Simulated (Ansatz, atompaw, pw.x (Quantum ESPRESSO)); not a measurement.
**What a changed setting does to a pw.x run (bcc H)**

Potential: PAW, atompaw 4.2.0.5, PBE; core none, reference 1s1; waves: 1s (bound): rc 1.50 bohr; 1s channel at -0.35 Ry: rc 1.50 bohr; 2p channel at 0.2 Ry: rc 1.50 bohr; 2p channel at 0.7 Ry: rc 1.50 bohr; local part: troulliermartins scheme with l = 2 at 0.5 Ry, radius 1.00 bohr; core correction: none; augmentation: gaussian compensation charge, radius 1.10 bohr; PAW radius 1.50 bohr; waves and projectors: custom polynom2 7 10 vanderbiltortho.

The reference run (k-mesh 18³, cutoffs 40/400 Ry, Fermi–Dirac 0.01 Ry, mixing_beta 0.4, conv_thr 1e-9, no spin) gives -2.14 GPa at 3.033 Å³/atom, where all-electron LAPW gives -2.27 GPa. This run, with its own iteration cap, changes nbnd to 13.

```
&control
  calculation='scf', prefix='x', pseudo_dir='./', outdir='./tmp', tstress=.true., disk_io='none'
/
&system
  ibrav=0, nat=1, ntyp=1, ecutwfc=40, ecutrho=400, nbnd=13,
  occupations='smearing', smearing='fd', degauss=0.01
/
&electrons
  conv_thr=1e-09, mixing_beta=0.4, electron_maxstep=60
/
ATOMIC_SPECIES
H 1.0 H.UPF
CELL_PARAMETERS angstrom
  -0.91187954 0.91187954 0.91187954
  0.91187954 -0.91187954 0.91187954
  0.91187954 0.91187954 -0.91187954
ATOMIC_POSITIONS crystal
H 0.0000 0.0000 0.0000
K_POINTS automatic
18 18 18 0 0 0
```

```bash
pw.x < H.scf.in > H.scf.out
```

How does the run end?

It converges in 5 iterations; the free energy moves by +0.0 meV/atom and the pressure by +0.00 GPa. The result is that of the reference run.

```
Message from routine setup:
     using ibrav=0 with symmetry is DISCOURAGED, use correct ibrav instead
     lattice parameter (alat)  =       2.9847  a.u.
     unit-cell volume          =      20.4677 (a.u.)^3
     number of electrons       =         1.00
     number of Kohn-Sham states=           13
     kinetic-energy cutoff     =      40.0000  Ry
     charge density cutoff     =     400.0000  Ry
     scf convergence threshold =      1.0E-09
     Exchange-correlation= SLA PW PBX PBC
     number of k points=   195  Fermi-Dirac smearing, width (Ry)=  0.0100
     iteration #  1     ecut=    40.00 Ry     beta= 0.40
     total energy              =      -1.07502444 Ry
     estimated scf accuracy    <       0.00000859 Ry
     iteration #  2     ecut=    40.00 Ry     beta= 0.40
     total energy              =      -1.07523979 Ry
     estimated scf accuracy    <       0.00000383 Ry
     iteration #  3     ecut=    40.00 Ry     beta= 0.40
     total energy              =      -1.07524234 Ry
     estimated scf accuracy    <       0.00000008 Ry
     iteration #  4     ecut=    40.00 Ry     beta= 0.40
     total energy              =      -1.07524237 Ry
     estimated scf accuracy    <          7.0E-09 Ry
     iteration #  5     ecut=    40.00 Ry     beta= 0.40
     the Fermi energy is     3.5493 ev
!    total energy              =      -1.07524237 Ry
     estimated scf accuracy    <          9.9E-12 Ry
     smearing contrib. (-TS)   =      -0.00045149 Ry
     The total energy is F=E-TS. E is the sum of the following terms:
     one-electron contribution =       0.62867235 Ry
     hartree contribution      =       0.02353461 Ry
     xc contribution           =      -0.67488156 Ry
     ewald contribution        =      -1.05595055 Ry
     one-center paw contrib.   =       0.00383427 Ry
     convergence has been achieved in   5 iterations
          total   stress  (Ry/bohr**3)                   (kbar)     P=      -21.40
     Message from routine punch:
     Nothing written, as per user request (disk_io='none')
```

The run took about 2.2 s on one core of a shared host (AMD EPYC 9R45 96-Core Processor, 96 threads, 376 GiB, load 45).
